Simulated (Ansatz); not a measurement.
Input and command of a calculation in Ansatz (plane waves; scalar-relativistic PAW potentials unless the input names others):

```yaml
crystal:
  lattice:
    - [3.7029479485, 0.0, 0.0]
    - [-1.8514739742, 3.2068469923, 0.0]
    - [0.0, 0.0, 6.8776819421]
  atoms:
    - { symbol: Sn, position: [0.0, 0.0, 0.0] }
    - { symbol: S, position: [0.6666666667, 0.3333333333, 0.2154813066] }
    - { symbol: S, position: [0.3333333333, 0.6666666667, 0.7845186934] }
basis:
  ecutwfc: 420
kpoints:
  mp_grid: { grid: [12, 11, 5] }
hamiltonian:
  xc: pbe
scf:
  occupations: { method: gaussian, width: 0.02 }
  max_iter: 50
output:
  forces: true
  eigenvalues: true
  stress: true
relax:
  adjacent_minimum: "off"
  f_tol: 0.005
  max_steps: 80
  cell: { stress_tol: 0.05 }
```

```bash
ansatz run input.yaml --threads 4 --pin off --max-ram 10240MiB --backend cpu --events-out ev --progress --plain --runs-dir out
```

Abridged log:
```
The last accepted step is kept in <dir> (removed where the run ends without a failure and the disk answers)
Pseudopotentials: kind: paw
Pseudopotential: Sn, paw, valence charge 14, recommended cutoff 420 eV (normal)
Pseudopotential: S, paw, valence charge 6, recommended cutoff 420 eV (normal)
Functional definition: PBE
Crystal: 3 atoms, lattice volume = 81.671 Å³
Basis set: ecut = 420 eV, 1559 PW (Γ), exchange–correlation on 50×50×96 points (8 copies of the dense FFT grid, shifted against one another)
Bands: 17, of which v1, the nominal top of the filled ones, is band 13 counted from 1 (12 counted from 0)
Symmetry: 2 space group operations
k-points: 331 of 660
Initial density: superposition of atomic densities (neutral atoms: chi_scale 0, normalization atom), corrected by the library's trained network
Initial wavefunctions: pseudopotential atomic-orbital guess
Functional: x = pbe(κ = 0.804, μ = 0.21951497), c = pbe(β = 0.06672455)
SCF iter   1: F=—  HF=-7829.485426 eV  |F-HF|=—  |Δ(HF+E_count)|=         —  Δρ=1.34e-3  dr2=1.85e-3  ethr=1.77e-3  ⟨swp⟩=6.5  Hψ=33962  notcnv=0
SCF iter   2: F=—  HF=-7829.484780 eV  |F-HF|=—  |Δ(HF+E_count)|=   6.47e-4  Δρ=7.14e-4  dr2=3.53e-4  ethr=7.12e-6  ⟨swp⟩=2.1  Hψ=13176  notcnv=0
SCF iter   3: F=—  HF=-7829.484930 eV  |F-HF|=—  |Δ(HF+E_count)|=   1.51e-4  Δρ=2.59e-4  dr2=5.46e-5  ethr=1.36e-6  ⟨swp⟩=2.0  Hψ=10591  notcnv=0
SCF iter   4: F=—  HF=-7829.484923 eV  |F-HF|=—  |Δ(HF+E_count)|=   7.86e-6  Δρ=8.93e-5  dr2=7.90e-6  ethr=2.10e-7  ⟨swp⟩=2.0  Hψ=7128  notcnv=0
SCF iter   5: F=—  HF=-7829.484932 eV  |F-HF|=—  |Δ(HF+E_count)|=   9.11e-6  Δρ=1.80e-5  dr2=2.94e-7  ethr=3.04e-8  ⟨swp⟩=2.0  Hψ=9930  notcnv=0
SCF iter   6: F=-7829.484932 eV  HF=-7829.484932 eV  |F-HF|=6.57e-9  |Δ(HF+E_count)|=   5.62e-7  Δρ=2.47e-6  dr2=7.48e-9  ethr=3.85e-10  ⟨swp⟩=6.1  Hψ=26259  notcnv=0
SCF 1 converged in 6 iterations: F = -7829.484932 eV  dr2 = 7.48e-9
relax step   1: F+E_penalty+E_count = -7829.48493220 eV  Δ(F+E_penalty+E_count) = +0.000e0 eV  max|allowed force component| = 4.254e-2 eV/Å  Δτ_max = 0.0000 Å  P = -0.144 GPa  Ω = 81.671 Å³  (6 SCF iters, dr2 threshold 1.00e-7 eV, accepted)
Crystal: 3 atoms, lattice volume = 81.939 Å³
Basis set: ecut = 420 eV, 1583 PW (Γ), exchange–correlation on 50×50×96 points (8 copies of the dense FFT grid, shifted against one another)
Initial density: handed on by an earlier stage of this run
Initial wavefunctions: those handed on with the density
SCF iter   1: F=—  HF=-7829.484584 eV  |F-HF|=—  |Δ(HF+E_count)|=         —  Δρ=6.41e-4  dr2=3.40e-4  ethr=1.23e-6  ⟨swp⟩=3.5  Hψ=38487  notcnv=0
SCF iter   2: F=—  HF=-7829.484498 eV  |F-HF|=—  |Δ(HF+E_count)|=   8.65e-5  Δρ=3.32e-4  dr2=8.90e-5  ethr=1.23e-6  ⟨swp⟩=2.0  Hψ=7710  notcnv=0
   ...
SCF iter   3: F=—  HF=-7829.484998 eV  |F-HF|=—  |Δ(HF+E_count)|=   1.69e-7  Δρ=1.17e-5  dr2=1.60e-7  ethr=1.00e-8  ⟨swp⟩=2.8  Hψ=8245  notcnv=0
SCF iter   4: F=—  HF=-7829.484998 eV  |F-HF|=—  |Δ(HF+E_count)|=   6.53e-8  Δρ=3.43e-6  dr2=1.72e-8  ethr=6.15e-10  ⟨swp⟩=2.2  Hψ=7742  notcnv=0
SCF iter   5: F=-7829.484998 eV  HF=-7829.484998 eV  |F-HF|=2.16e-9  |Δ(HF+E_count)|=   1.57e-8  Δρ=1.11e-6  dr2=1.34e-9  ethr=6.30e-12  ⟨swp⟩=3.7  Hψ=24230  notcnv=0
SCF 7 converged in 5 iterations: F = -7829.484998 eV  dr2 = 1.34e-9
relax step   7: F+E_penalty+E_count = -7829.48499787 eV  Δ(F+E_penalty+E_count) = +3.139e-5 eV  max|allowed force component| = 9.368e-4 eV/Å  Δτ_max = 0.0026 Å  P = +0.007 GPa  Ω = 82.764 Å³  energy of the carried Pulay correction = -2.279e-4 eV  (5 SCF iters, dr2 threshold 1.64e-9 eV, accepted)
Initial wavefunctions: pseudopotential atomic-orbital guess (no wavefunctions were taken with the density)
SCF iter   1: F=—  HF=-7829.485200 eV  |F-HF|=—  |Δ(HF+E_count)|=         —  Δρ=1.48e-5  dr2=2.82e-8  ethr=3.49e-7  ⟨swp⟩=3.1  Hψ=49047  notcnv=0
SCF iter   2: F=—  HF=-7829.485243 eV  |F-HF|=—  |Δ(HF+E_count)|=   4.32e-5  Δρ=7.14e-6  dr2=7.97e-9  ethr=1.09e-10  ⟨swp⟩=3.1  Hψ=12818  notcnv=0
SCF iter   3: F=—  HF=-7829.485243 eV  |F-HF|=—  |Δ(HF+E_count)|=   9.45e-8  Δρ=2.74e-6  dr2=1.20e-9  ethr=3.06e-11  ⟨swp⟩=2.1  Hψ=7971  notcnv=0
SCF iter   4: F=—  HF=-7829.485243 eV  |F-HF|=—  |Δ(HF+E_count)|=   1.43e-8  Δρ=2.21e-7  dr2=5.00e-11  ethr=4.61e-12  ⟨swp⟩=2.0  Hψ=8293  notcnv=0
SCF iter   5: F=-7829.485243 eV  HF=-7829.485243 eV  |F-HF|=2.82e-11  |Δ(HF+E_count)|=  2.18e-11  Δρ=7.64e-8  dr2=6.59e-12  ethr=1.00e-12  ⟨swp⟩=6.3  Hψ=26325  notcnv=0
SCF 8 converged in 5 iterations: F = -7829.485243 eV  dr2 = 6.59e-12
SCF converged after 5 iterations
Free energy (F): -7829.485243 eV
Harris-Foulkes:  -7829.485243 eV  (|F-HF|=2.82e-11)
Internal energy: -7829.485243 eV  (E = F + TS)
E sigma→0 (E₀):  -7829.485243 eV
Fermi energy:    4.738405 eV
--- Forces (eV/Å), atoms counted from 1 ---
  atom   1  Sn     0.00000000     0.00000000     0.00000000
  atom   2  S      0.00001995     0.00000847     0.00078542
  atom   3  S     -0.00001995    -0.00000847    -0.00078542
--- Stress (GPa, compression-positive) ---
        0.007348       0.000066       0.000115
        0.000066       0.007276       0.000050
        0.000115       0.000050       0.008689
  P = ⅓ Tr σ = 0.0078 GPa (0.078 kbar)
--- Relaxed structure (7 steps of the walk, 6 accepted, 1 SCFs on fresh bases) ---
  F+E_penalty+E_count = -7829.48524307 eV   max|allowed force component| = 7.854e-4 eV/Å   (the final SCF, on the basis selected at the relaxed cell)
  cell:  # Å, volume = 82.7635 Å³
    - [3.70223808, -1.13188346e-5, -8.40512539e-6]
    - [-1.85112884, 3.20624642, -4.84579171e-6]
    - [-1.56112859e-5, -1.94058849e-5, 6.97233767]
  atoms:
    - { symbol: Sn, position: [0.0, 0.0, 0.0] }
    - { symbol: S, position: [0.66666628, 0.33333423, 0.21200376] }
    - { symbol: S, position: [0.33333371, 0.66666576, 0.78799623] }
```

Problem. Find the fault.

Solution. The fault is a mesh that breaks the symmetry (kpoints.mp_grid.grid: [12, 12, 4] → [12, 11, 5], the first being the value of the sound run). Setting it back cures it. The log, from which this was withheld above, says: «Warning: crystal.symmetry: narrowed to the stabiliser of the k-point mesh — unitary ops 12 → 2; excluded 10 operations that carry a point of the 12×11×5 mesh (shift [0, 0, 0]) off the mesh (the run samples exactly the mesh kpoints.mp_grid names, as under crystal.symmetry.detect: false, and its converged state has the mesh's symmetry, not the crystal's; ε∞ …» The run converged all the same, with an energy at zero smearing 0.04 meV/atom below the reference's, a relaxed volume of 27.59 Å³/atom, pressure 0.01 GPa, largest force 0.001 eV/Å, gap on the mesh 1.54 eV, so convergence alone doesn't show that an input is right. A reference run from the same start on usual settings converged, and the end of its own relaxation has a relaxed volume of 27.25 Å³/atom, pressure 0.00 GPa, largest force 0.000 eV/Å, gap on the mesh 1.54 eV.

It took 15 s on 4 threads of AMD EPYC 9R45 96-Core Processor (Zen 5), with other jobs on the host, peak memory 0.76 GiB.